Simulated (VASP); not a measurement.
A run of VASP 6.6.1:

File POSCAR:

```
GaN                                     
1.0
    0.0000000000      2.2475536579      2.2475536579
    2.2475536579      0.0000000000      2.2475536579
    2.2475536579      2.2475536579     -0.0000000000
  Ga              N             
     1     1
Direct
     0.0000000000000000    0.0000000000000000    0.0000000000000000
     0.7500000000000000    0.7500000000000000    0.7500000000000000
```

Contents of INCAR.step1:

```
SYSTEM = GaN
PREC = Accurate
ENCUT = 520
EDIFF = 1E-7
ISMEAR = 0
SIGMA = 0.03
LREAL = .FALSE.
LASPH = .TRUE.
NELM = 80
ALGO = Fast
ISIF = 2
LWAVE = .FALSE.
LCHARG = .TRUE.
GGA = PE
NBANDS = 16
```

KPOINTS.step1

```
Automatic mesh
0
G
  10 10 10
  0 0 0
```

The input INCAR.step2:

```
SYSTEM = GaN
PREC = Accurate
ENCUT = 520
EDIFF = 1E-7
ISMEAR = -5
SIGMA = 0.03
LREAL = .FALSE.
LASPH = .TRUE.
NELM = 80
ALGO = Fast
ISIF = 2
LWAVE = .FALSE.
LCHARG = .FALSE.
GGA = PE
LORBIT = 10
NBANDS = 16
NEDOS = 2001
ICHARG = 11
```

Contents of KPOINTS.step2:

```
Automatic mesh
0
G
  15 15 15
  0 0 0
```

Potentials or basis: VASP PAW PBE potentials, release 64 (Ga_d, N).

Command:

```console
$ cat potpaw_PBE.64/Ga_d/POTCAR potpaw_PBE.64/N/POTCAR > POTCAR
$ cp INCAR.step1 INCAR
$ cp KPOINTS.step1 KPOINTS
$ mpirun -np 1 vasp_std > vasp.out
$ cp INCAR.step2 INCAR
$ cp KPOINTS.step2 KPOINTS
$ mpirun -np 1 vasp_std > vasp.out
```

Hardware: 1 thread of Intel(R) Xeon(R) 6975P-C (Granite Rapids) (shared host).

Problem. How long does it take, and how much memory?

Solution. Run time: 15 s on 1 thread of Intel(R) Xeon(R) 6975P-C (Granite Rapids), with other jobs on the host, peak memory 0.16 GiB. Counts: scf iterations 9, k points 120.
